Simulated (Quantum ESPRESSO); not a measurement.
# CoSi (P2_13) in Quantum ESPRESSO: equation of state

How stiff is CoSi in PBEsol, and what volume does it want? The cell is scaled to several volumes.

Everything below comes from runs of Quantum ESPRESSO 7.5. Logs are shortened: lines on timing, memory, paths and dates and some standing lists are left out, and cuts for length are marked.

**1. The structure**

The structure is cubic, space group P2_13 (No. 198). The conventional cell has a = 4.438 Å, b = 4.438 Å, c = 4.438 Å, α = 90.00°, β = 90.00°, γ = 90.00°. Co (site symmetry 3) has 7 Si at 2.28 to 2.47 Å as nearest neighbours. Si (site symmetry 3) has 7 Co at 2.28 to 2.47 Å as nearest neighbours.

**2. Single point, PBEsol, collinear spin, ferromagnetic start, 10.27 Å³/atom**

Contents of pw.in:

```
&CONTROL
  calculation = 'scf'
  prefix = 'pwscf'
  outdir = './tmp'
  pseudo_dir = './pseudo'
  tprnfor = .true.
  tstress = .true.
  disk_io = 'nowf'
/
&SYSTEM
  ibrav = 0
  nat = 8
  ntyp = 2
  ecutwfc = 56
  ecutrho = 448
  nbnd = 58
  occupations = 'smearing'
  smearing = 'fd'
  degauss = 0.00367493
  nspin = 2
  starting_magnetization(1) = 0.1176
  starting_magnetization(2) = 0
/
&ELECTRONS
  conv_thr = 1.6d-09
  electron_maxstep = 120
  mixing_beta = 0.3
/
ATOMIC_SPECIES
Co    58.9332 co_pbesol_v1.2.uspp.F.UPF
Si    28.0850 si_pbesol_v1.uspp.F.UPF
CELL_PARAMETERS angstrom
   4.3474031505    0.0000000000    0.0000000000
   0.0000000000    4.3474031505    0.0000000000
   0.0000000000    0.0000000000    4.3474031505
ATOMIC_POSITIONS crystal
Co     0.8600000000    0.6400000000    0.3600000000
Co     0.6400000000    0.3600000000    0.8600000000
Co     0.3600000000    0.8600000000    0.6400000000
Co     0.1400000000    0.1400000000    0.1400000000
Si     0.1570000000    0.3430000000    0.6570000000
Si     0.3430000000    0.6570000000    0.1570000000
Si     0.6570000000    0.1570000000    0.3430000000
Si     0.8430000000    0.8430000000    0.8430000000
K_POINTS automatic
6 6 6 0 0 0
```

Potentials or basis: GBRV 1.5 PBEsol.

Command:

```console
OMP_NUM_THREADS=1 mpirun -n 2 pw.x -nk 2 -in pw.in > pw.out
```

pw.out:

```text
This program is part of the open-source Quantum ESPRESSO suite
     for quantum simulation of materials; please cite
         "P. Giannozzi et al., J. Phys.:Condens. Matter 21 395502 (2009);
         "P. Giannozzi et al., J. Phys.:Condens. Matter 29 465901 (2017);
         "P. Giannozzi et al., J. Chem. Phys. 152 154105 (2020);
     in publications or presentations arising from this work. More details at

     Message from routine setup:
     using ibrav=0 with symmetry is DISCOURAGED, use correct ibrav instead

     K-points division:     npool     =       2
     Subspace diagonalization in iterative solution of the eigenvalue problem:
     a serial algorithm will be used

     G-vector sticks info
     --------------------
     sticks:   dense  smooth     PW     G-vecs:    dense   smooth      PW
     Sum        2409    1201    357                88663    31439    5041

     Using Slab Decomposition

     bravais-lattice index     =            0
     lattice parameter (alat)  =       8.2154  a.u.
     unit-cell volume          =     554.4806 (a.u.)^3
     number of atoms/cell      =            8
     number of atomic types    =            2
     number of electrons       =        84.00
     number of Kohn-Sham states=           58
     kinetic-energy cutoff     =      56.0000  Ry
     charge density cutoff     =     448.0000  Ry
     scf convergence threshold =      1.6E-09
     mixing beta               =       0.3000
     number of iterations used =            8  plain     mixing
     Exchange-correlation= SLA  PW   PSX  PSC
                           (   1   4  10   8   0   0   0)

     celldm(1)=   8.215401  celldm(2)=   0.000000  celldm(3)=   0.000000
     celldm(4)=   0.000000  celldm(5)=   0.000000  celldm(6)=   0.000000

     crystal axes: (cart. coord. in units of alat)
               a(1) = (   1.000000   0.000000   0.000000 )
               a(2) = (   0.000000   1.000000   0.000000 )
               a(3) = (   0.000000   0.000000   1.000000 )

     reciprocal axes: (cart. coord. in units 2 pi/alat)
               b(1) = (  1.000000  0.000000  0.000000 )
               b(2) = (  0.000000  1.000000  0.000000 )
               b(3) = (  0.000000  0.000000  1.000000 )

     PseudoPot. # 1 for Co read from file:
     co_pbesol_v1.2.uspp.F.UPF
     Pseudo is Ultrasoft + core correction, Zval = 17.0
     Generated by new atomic code, or converted to UPF format
     Using radial grid of  863 points,  6 beta functions with:
                l(1) =   0
                l(2) =   0
                l(3) =   1
                l(4) =   1
                l(5) =   2
                l(6) =   2
     Q(r) pseudized with  8 coefficients,  rinner =    1.200   1.200   1.200
                                                       1.200   1.200

     PseudoPot. # 2 for Si read from file:
     si_pbesol_v1.uspp.F.UPF
     Pseudo is Ultrasoft + core correction, Zval =  4.0
     Generated by new atomic code, or converted to UPF format
     Using radial grid of  899 points,  6 beta functions with:
                l(1) =   0
                l(2) =   0
                l(3) =   1
                l(4) =   1
                l(5) =   2
                l(6) =   2
     Q(r) pseudized with  8 coefficients,  rinner =    0.900   0.900   0.900
                                                       0.900   0.900

     atomic species   valence    mass     pseudopotential
     Co               17.00    58.93320     Co( 1.00)
     Si                4.00    28.08500     Si( 1.00)

     Starting magnetic structure
     atomic species   magnetization
     Co              0.118
     Si              0.000

     12 Sym. Ops. (no inversion) found ( 9 have fractional translation)

   Cartesian axes

     site n.     atom                  positions (alat units)
         1        Co     tau(   1) = (   0.8600000   0.6400000   0.3600000  )
         2        Co     tau(   2) = (   0.6400000   0.3600000   0.8600000  )
         3        Co     tau(   3) = (   0.3600000   0.8600000   0.6400000  )
         4        Co     tau(   4) = (   0.1400000   0.1400000   0.1400000  )
         5        Si     tau(   5) = (   0.1570000   0.3430000   0.6570000  )
         6        Si     tau(   6) = (   0.3430000   0.6570000   0.1570000  )
         7        Si     tau(   7) = (   0.6570000   0.1570000   0.3430000  )
         8        Si     tau(   8) = (   0.8430000   0.8430000   0.8430000  )

     number of k points=    24  Fermi-Dirac smearing, width (Ry)=  0.0037
                       cart. coord. in units 2pi/alat
        k(    1) = (   0.0000000   0.0000000   0.0000000), wk =   0.0046296
        k(    2) = (   0.0000000   0.0000000   0.1666667), wk =   0.0277778
        k(    3) = (   0.0000000   0.0000000   0.3333333), wk =   0.0277778
        k(    4) = (   0.0000000   0.0000000  -0.5000000), wk =   0.0138889
        k(    5) = (   0.0000000   0.1666667   0.1666667), wk =   0.0555556
        k(    6) = (   0.0000000   0.1666667   0.3333333), wk =   0.0555556
[... 16 lines left out ...]
        k(   23) = (   0.0000000  -0.5000000   0.3333333), wk =   0.0277778
        k(   24) = (  -0.1666667  -0.5000000   0.3333333), wk =   0.0555556

     Dense  grid:    88663 G-vectors     FFT dimensions: (  60,  60,  60)

     Smooth grid:    31439 G-vectors     FFT dimensions: (  40,  40,  40)

     Check: negative core charge=   -0.000017
     Generating pointlists ...
     new r_m :   0.2122 (alat units)  1.7433 (a.u.) for type    1
     new r_m :   0.2122 (alat units)  1.7433 (a.u.) for type    2

     Initial potential from superposition of free atoms

     starting charge      79.9974, renormalised to      84.0000
     Starting wfcs are   68 randomized atomic wfcs

     Self-consistent Calculation

     iteration #  1     ecut=    56.00 Ry     beta= 0.30
     Davidson diagonalization with overlap
     ethr =  1.00E-02,  avg # of iterations =  4.9

     total energy              =   -1211.60804532 Ry
     estimated scf accuracy    <      58.68242362 Ry

     total magnetization       =     2.34 Bohr mag/cell
     absolute magnetization    =     3.04 Bohr mag/cell
[... 138 lines left out ...]
     total magnetization       =     0.00 Bohr mag/cell
     absolute magnetization    =     0.00 Bohr mag/cell

     iteration # 16     ecut=    56.00 Ry     beta= 0.30
     Davidson diagonalization with overlap
     ethr =  2.62E-11,  avg # of iterations =  2.0

     Magnetic moment per site  (integrated on atomic sphere of radius R)
     atom   1 (R=0.212)  charge= 15.2349  magn=  0.0000
     atom   2 (R=0.212)  charge= 15.2349  magn=  0.0000
     atom   3 (R=0.212)  charge= 15.2349  magn=  0.0000
     atom   4 (R=0.212)  charge= 15.2349  magn=  0.0000
     atom   5 (R=0.212)  charge=  1.6568  magn= -0.0000
     atom   6 (R=0.212)  charge=  1.6568  magn= -0.0000
     atom   7 (R=0.212)  charge=  1.6568  magn= -0.0000
     atom   8 (R=0.212)  charge=  1.6568  magn= -0.0000

     End of self-consistent calculation

 ------ SPIN UP ------------

          k = 0.0000 0.0000 0.0000 (  3887 PWs)   bands (ev):

   -77.0550 -77.0392 -77.0392 -77.0392 -40.5943 -40.5943 -40.5943 -40.5396
   -40.5261 -40.5261 -40.5261 -40.4783 -40.4783 -40.4582 -40.4582 -40.4582
     3.3934   9.1107   9.1107   9.1107  11.7983  11.7983  11.7983  13.5541
    13.5541  13.5541  14.1018  14.2344  14.2344  14.5324  14.5324  14.5324
    15.0304  15.0304  15.0304  16.6074  16.6074  16.6074  16.7519  16.7519
    17.6040  17.6040  17.6040  20.3537  20.3537  20.3537  20.7380  20.7380
    21.3799  21.3799  21.3799  22.7214  23.8900  23.8900  23.8900  26.1130
    26.1130  26.1130
[... 190 lines left out ...]
   -77.0451 -77.0451 -77.0412 -77.0412 -40.5913 -40.5913 -40.5807 -40.5807
   -40.5236 -40.5236 -40.5065 -40.5065 -40.4608 -40.4608 -40.4541 -40.4541
     7.2047   7.2047   8.0418   8.0418  10.2422  10.2422  11.2540  11.2540
    14.0381  14.0381  14.2376  14.2376  14.4564  14.4564  14.7417  14.7417
    15.8960  15.8960  16.0680  16.0680  16.1436  16.1436  16.3362  16.3362
    17.2963  17.2963  17.7057  17.7057  21.7821  21.7821  22.6789  22.6789
    23.7352  23.7352  24.3506  24.3506  24.4881  24.4881  25.8470  25.8470
    27.2482  27.3007

          k =-0.5000-0.5000-0.5000 (  3912 PWs)   bands (ev):

   -77.0431 -77.0431 -77.0431 -77.0431 -40.5871 -40.5871 -40.5871 -40.5871
   -40.5140 -40.5140 -40.5140 -40.5140 -40.4575 -40.4575 -40.4575 -40.4575
     7.8295   7.8295   7.8295   7.8295  10.2907  10.2907  10.2907  10.2907
    14.2758  14.2758  14.2758  14.2758  14.4674  14.4674  14.4674  14.4674
    16.1177  16.1177  16.1177  16.1177  16.2544  16.2544  16.2544  16.2544
    17.3809  17.3809  17.3809  17.3809  23.3157  23.3157  23.3157  23.3157
    23.6128  23.6128  23.6128  23.6128  25.5751  25.5751  25.5751  25.5751
    27.2966  27.2966

          k = 0.0000 0.3333 0.1667 (  3910 PWs)   bands (ev):
[... 23 lines left out ...]
   -77.0475 -77.0475 -77.0388 -77.0388 -40.5959 -40.5959 -40.5684 -40.5684
   -40.5369 -40.5369 -40.4981 -40.4981 -40.4645 -40.4645 -40.4530 -40.4530
     6.0098   6.0098   8.4000   8.4000  12.0727  12.0727  12.2583  12.2583
    13.5697  13.5697  13.8743  13.8743  14.5955  14.5955  15.2202  15.2202
    15.3534  15.3534  15.8058  15.8058  16.0525  16.0525  16.5565  16.5565
    17.3157  17.3157  18.6680  18.6680  20.0923  20.0923  20.3145  20.3145
    21.6021  21.6021  23.6427  23.6427  25.4227  25.4227  26.4481  26.4481
    27.4725  27.4725

          k =-0.1667-0.5000 0.3333 (  3932 PWs)   bands (ev):

   -77.0471 -77.0471 -77.0392 -77.0392 -40.5953 -40.5953 -40.5709 -40.5709
   -40.5343 -40.5343 -40.4993 -40.4993 -40.4640 -40.4640 -40.4530 -40.4530
     6.1916   6.1916   8.4969   8.4969  10.9673  10.9673  12.6418  12.6418
    13.5495  13.5495  14.0894  14.0894  14.5443  14.5443  15.0245  15.0245
    15.4770  15.4770  15.8732  15.8732  16.0781  16.0781  16.5128  16.5128
    17.2743  17.2743  18.3927  18.3927  20.1823  20.1823  21.3747  21.3747
    22.0776  22.0776  23.6394  23.6394  25.1664  25.1664  25.9751  25.9751
    27.3436  27.3436

 ------ SPIN DOWN ----------

          k = 0.0000 0.0000 0.0000 (  3887 PWs)   bands (ev):

   -77.0550 -77.0392 -77.0392 -77.0392 -40.5943 -40.5943 -40.5943 -40.5396
   -40.5261 -40.5261 -40.5261 -40.4783 -40.4783 -40.4582 -40.4582 -40.4582
     3.3934   9.1106   9.1106   9.1106  11.7983  11.7983  11.7983  13.5541
    13.5541  13.5541  14.1018  14.2344  14.2344  14.5324  14.5324  14.5324
    15.0304  15.0304  15.0304  16.6074  16.6074  16.6074  16.7519  16.7519
    17.6041  17.6041  17.6041  20.3537  20.3537  20.3537  20.7380  20.7380
    21.3799  21.3799  21.3799  22.7214  23.8900  23.8900  23.8900  26.1130
    26.1130  26.1130
[... 190 lines left out ...]
   -77.0451 -77.0451 -77.0412 -77.0412 -40.5913 -40.5913 -40.5806 -40.5806
   -40.5236 -40.5236 -40.5065 -40.5065 -40.4608 -40.4608 -40.4541 -40.4541
     7.2047   7.2047   8.0418   8.0418  10.2422  10.2422  11.2540  11.2540
    14.0382  14.0382  14.2377  14.2377  14.4564  14.4564  14.7418  14.7418
    15.8960  15.8960  16.0680  16.0680  16.1436  16.1436  16.3362  16.3362
    17.2963  17.2963  17.7057  17.7057  21.7821  21.7821  22.6789  22.6789
    23.7351  23.7351  24.3506  24.3506  24.4881  24.4881  25.8470  25.8470
    27.2482  27.2482

          k =-0.5000-0.5000-0.5000 (  3912 PWs)   bands (ev):

   -77.0431 -77.0431 -77.0431 -77.0431 -40.5871 -40.5871 -40.5871 -40.5871
   -40.5140 -40.5140 -40.5140 -40.5140 -40.4575 -40.4575 -40.4575 -40.4575
     7.8295   7.8295   7.8295   7.8295  10.2907  10.2907  10.2907  10.2907
    14.2758  14.2758  14.2758  14.2758  14.4674  14.4674  14.4674  14.4674
    16.1177  16.1177  16.1177  16.1177  16.2544  16.2544  16.2544  16.2544
    17.3810  17.3810  17.3810  17.3810  23.3157  23.3157  23.3157  23.3157
    23.6128  23.6128  23.6128  23.6128  25.5751  25.5751  25.5751  25.5751
    27.2966  27.2966

          k = 0.0000 0.3333 0.1667 (  3910 PWs)   bands (ev):
[... 23 lines left out ...]
   -77.0475 -77.0475 -77.0388 -77.0388 -40.5959 -40.5959 -40.5683 -40.5683
   -40.5369 -40.5369 -40.4981 -40.4981 -40.4644 -40.4644 -40.4530 -40.4530
     6.0098   6.0098   8.4000   8.4000  12.0727  12.0727  12.2583  12.2583
    13.5697  13.5697  13.8743  13.8743  14.5955  14.5955  15.2202  15.2202
    15.3534  15.3534  15.8058  15.8058  16.0525  16.0525  16.5565  16.5565
    17.3157  17.3157  18.6680  18.6680  20.0923  20.0923  20.3145  20.3145
    21.6021  21.6021  23.6427  23.6427  25.4227  25.4227  26.4481  26.4481
    27.4725  27.4725

          k =-0.1667-0.5000 0.3333 (  3932 PWs)   bands (ev):

   -77.0470 -77.0470 -77.0392 -77.0392 -40.5953 -40.5953 -40.5709 -40.5709
   -40.5343 -40.5343 -40.4993 -40.4993 -40.4640 -40.4640 -40.4530 -40.4530
     6.1916   6.1916   8.4969   8.4969  10.9673  10.9673  12.6418  12.6418
    13.5495  13.5495  14.0894  14.0894  14.5443  14.5443  15.0245  15.0245
    15.4771  15.4771  15.8732  15.8732  16.0782  16.0782  16.5128  16.5128
    17.2743  17.2743  18.3927  18.3927  20.1823  20.1823  21.3747  21.3747
    22.0776  22.0776  23.6394  23.6394  25.1664  25.1664  25.9751  25.9751
    27.3436  27.3436

     the Fermi energy is    17.6477 ev

!    total energy              =   -1231.74529685 Ry
     estimated scf accuracy    <          6.6E-10 Ry
     smearing contrib. (-TS)   =      -0.00092780 Ry
     internal energy E=F+TS    =   -1231.74436906 Ry

     The total energy is F=E-TS. E is the sum of the following terms:
     one-electron contribution =    -788.33858738 Ry
     hartree contribution      =     449.49769377 Ry
     xc contribution           =    -147.91611394 Ry
     ewald contribution        =    -744.98736150 Ry

     total magnetization       =     0.00 Bohr mag/cell
     absolute magnetization    =     0.00 Bohr mag/cell

     convergence has been achieved in  16 iterations

     Forces acting on atoms (cartesian axes, Ry/au):

     atom    1 type  1   force =    -0.01063723    0.01063723   -0.01063723
     atom    2 type  1   force =     0.01063723   -0.01063723   -0.01063723
     atom    3 type  1   force =    -0.01063723   -0.01063723    0.01063723
     atom    4 type  1   force =     0.01063723    0.01063723    0.01063723
     atom    5 type  2   force =    -0.00036727    0.00036727   -0.00036727
     atom    6 type  2   force =     0.00036727   -0.00036727   -0.00036727
     atom    7 type  2   force =    -0.00036727   -0.00036727    0.00036727
     atom    8 type  2   force =     0.00036727    0.00036727    0.00036727

     Total force =     0.036870     Total SCF correction =     0.000008

     Computing stress (Cartesian axis) and pressure

          total   stress  (Ry/bohr**3)                   (kbar)     P=       76.45
   0.00051973   0.00000000   0.00000000           76.45        0.00        0.00
   0.00000000   0.00051973   0.00000000            0.00       76.45        0.00
   0.00000000   0.00000000   0.00051973            0.00        0.00       76.45

=------------------------------------------------------------------------------=
   JOB DONE.
=------------------------------------------------------------------------------=
```

Run time: 2.7 min. Hardware: 2 MPI ranks of Arm Neoverse V2, shared host; peak memory 0.66 GiB.

What came out:

```yaml
Free_energy: -16758.7485 eV
Pressure: 7.6 GPa
Largest_force: 0.474 eV/Å
Band_gap_on_the_k_mesh: none (metal or under the smearing width)
Net_moment: 0.00 μB per cell
Absolute_moment: 0.00 μB per cell
Valence_electrons_inside_the_program's_atomic_spheres: Co 15.23; Si 1.66
```

Caveat: the starting moments collapsed, and a magnetic state may lie lower.

**3. Single point, PBEsol, collinear spin, ferromagnetic start, 10.49 Å³/atom**

Edit pw.in of step 2 so:

```diff
@@ -32,5 +32,5 @@
 CELL_PARAMETERS angstrom
-   4.3474031505    0.0000000000    0.0000000000
-   0.0000000000    4.3474031505    0.0000000000
-   0.0000000000    0.0000000000    4.3474031505
+   4.3780196744    0.0000000000    0.0000000000
+   0.0000000000    4.3780196744    0.0000000000
+   0.0000000000    0.0000000000    4.3780196744
 ATOMIC_POSITIONS crystal
```

Potentials or basis: GBRV 1.5 PBEsol.

Command:

```console
OMP_NUM_THREADS=1 mpirun -n 2 pw.x -nk 2 -in pw.in > pw.out
```

Wall time 2.6 min (2 MPI ranks of Arm Neoverse V2, shared host); peak memory 0.66 GiB.

It converged, with:

- Free energy: -16758.8019 eV
- Pressure: 2.1 GPa
- Largest force: 0.386 eV/Å
- Band gap on the k mesh: none (metal or under the smearing width)
- Net moment: 0.00 μB per cell
- Absolute moment: 0.00 μB per cell
- Valence electrons inside the program's atomic spheres: Co 15.26; Si 1.67

Caveat: the starting moments collapsed, and a magnetic state may lie lower.

**4. Single point, PBEsol, collinear spin, ferromagnetic start, 10.71 Å³/atom**

Edit pw.in of step 3 so:

```diff
@@ -32,5 +32,5 @@
 CELL_PARAMETERS angstrom
-   4.3780196744    0.0000000000    0.0000000000
-   0.0000000000    4.3780196744    0.0000000000
-   0.0000000000    0.0000000000    4.3780196744
+   4.4082138676    0.0000000000    0.0000000000
+   0.0000000000    4.4082138676    0.0000000000
+   0.0000000000    0.0000000000    4.4082138676
 ATOMIC_POSITIONS crystal
```

Command:

```console
OMP_NUM_THREADS=1 mpirun -n 2 pw.x -nk 2 -in pw.in > pw.out
```

Run time: 2.9 min. Hardware: 2 MPI ranks of Arm Neoverse V2, shared host; peak memory 0.68 GiB.

It converged, with:

* Free energy: -16758.7972 eV
* Pressure: -3.0 GPa
* Largest force: 0.305 eV/Å
* Band gap on the k mesh: none (metal or under the smearing width)
* Net moment: 0.00 μB per cell
* Absolute moment: 0.00 μB per cell
* Valence electrons inside the program's atomic spheres: Co 15.28; Si 1.69

Caveat: the starting moments collapsed, and a magnetic state may lie lower.

**5. Single point, PBEsol, collinear spin, ferromagnetic start, 10.93 Å³/atom**

Edit pw.in of step 4 so:

```diff
@@ -32,5 +32,5 @@
 CELL_PARAMETERS angstrom
-   4.4082138676    0.0000000000    0.0000000000
-   0.0000000000    4.4082138676    0.0000000000
-   0.0000000000    0.0000000000    4.4082138676
+   4.4380000000    0.0000000000    0.0000000000
+   0.0000000000    4.4380000000    0.0000000000
+   0.0000000000    0.0000000000    4.4380000000
 ATOMIC_POSITIONS crystal
```

Command:

```console
OMP_NUM_THREADS=1 mpirun -n 2 pw.x -nk 2 -in pw.in > pw.out
```

Run time: 3.1 min. Hardware: 2 MPI ranks of Arm Neoverse V2, shared host; peak memory 0.68 GiB.

The run converged. Its results:

- Free energy: -16758.7409 eV
- Pressure: -7.4 GPa
- Largest force: 0.229 eV/Å
- Band gap on the k mesh: none (metal or under the smearing width)
- Net moment: 0.00 μB per cell
- Absolute moment: 0.00 μB per cell
- Valence electrons inside the program's atomic spheres: Co 15.29; Si 1.70

Caveat: the starting moments collapsed, and a magnetic state may lie lower.

**6. Single point, PBEsol, collinear spin, ferromagnetic start, 11.14 Å³/atom**

Edit pw.in of step 5 so:

```diff
@@ -32,5 +32,5 @@
 CELL_PARAMETERS angstrom
-   4.4380000000    0.0000000000    0.0000000000
-   0.0000000000    4.4380000000    0.0000000000
-   0.0000000000    0.0000000000    4.4380000000
+   4.4673915850    0.0000000000    0.0000000000
+   0.0000000000    4.4673915850    0.0000000000
+   0.0000000000    0.0000000000    4.4673915850
 ATOMIC_POSITIONS crystal
```

Potentials or basis: GBRV 1.5 PBEsol.

Command:

```console
OMP_NUM_THREADS=1 mpirun -n 2 pw.x -nk 2 -in pw.in > pw.out
```

It took 3.7 min on 2 MPI ranks of Arm Neoverse V2, shared host; peak memory 0.7 GiB.

It converged, with:

* Free energy: -16758.6385 eV
* Pressure: -11.4 GPa
* Largest force: 0.158 eV/Å
* Band gap on the k mesh: none (metal or under the smearing width)
* Net moment: 0.00 μB per cell
* Absolute moment: 0.00 μB per cell
* Valence electrons inside the program's atomic spheres: Co 15.31; Si 1.71

Caveat: the starting moments collapsed, and a magnetic state may lie lower.

(Part 1 of 2 ends here.)
